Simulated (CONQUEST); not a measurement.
## GaN under changes of volume

One of the cells (11.310 Å³/atom); the others are scaled copies at fixed shape and fractional positions:

```
Ga N
1.0
     3.18000    0.00000    0.00000
     0.00000    5.16600    0.00000
     0.00000    0.00000    5.50792
Ga N
4 4
Direct
  0.00000 0.50000 0.33333
  0.50000 0.50000 0.83333
  0.00000 0.00000 0.66667
  0.50000 0.00000 0.16667
  0.00000 0.87500 0.33333
  0.50000 0.87500 0.83333
  0.00000 0.37500 0.66667
  0.50000 0.37500 0.16667
```

| Property | Result |
| --- | --- |
| Program | CONQUEST 1.3 |
| Functional | PBEsol |
| Potentials or basis | PseudoDojo NC PBEsol, DZP, grid of 36 × 60 × 60 points |
| k mesh | 8 × 5 × 5 |
| Occupations | fermi-dirac, width 0.05 eV |
| Spin | no spin polarisation |

```tsv
volume (Å³/atom)	energy over the lowest point (meV/atom)	pressure (GPa)	gap on the mesh (eV)
10.632	54.30	19.8	2.49
10.858	30.26	14.2	2.34
11.084	?	?	?
11.310	4.05	4.9	2.03
11.537	0.00	1.0	1.89
11.763	0.90	-2.4	1.75
11.989	6.52	-5.4	1.61
```

Q: What does the run at 11.084 Å³/atom give?

A: Energy over the lowest point 13.77 meV/atom; pressure 9.1 GPa; gap on the mesh 2.18 eV.

Worked out: A Birch-Murnaghan fit of order 3 (a polynomial in V^(-2/3)) to the other rows has its minimum at 11.60 Å³/atom with B0 = V·E''(V) = 178 GPa and B' = 5.8 at fixed shape and positions, which overstates the stiffness. It gives 13.86 meV/atom at 11.084 Å³/atom, against the run's 13.77, and -dE/dV = 9.2 GPa, against 9.1. A straight line through the other rows of the gap, of slope -7.34 eV per unit of ln V, gives 2.18 eV, against the run's 2.18.

Energies are extrapolated to zero smearing.

Caveats: an odd mesh through Γ misses points on the zone boundary, where band edges often lie; the basis of atomic orbitals isn't converged, which shifts pressures, moduli and gaps; the real-space grid is too coarse here: the forces don't sum to zero and aren't listed, and the energy moves when atoms move against the grid (some runs). Spin-orbit coupling on Ga is left out.
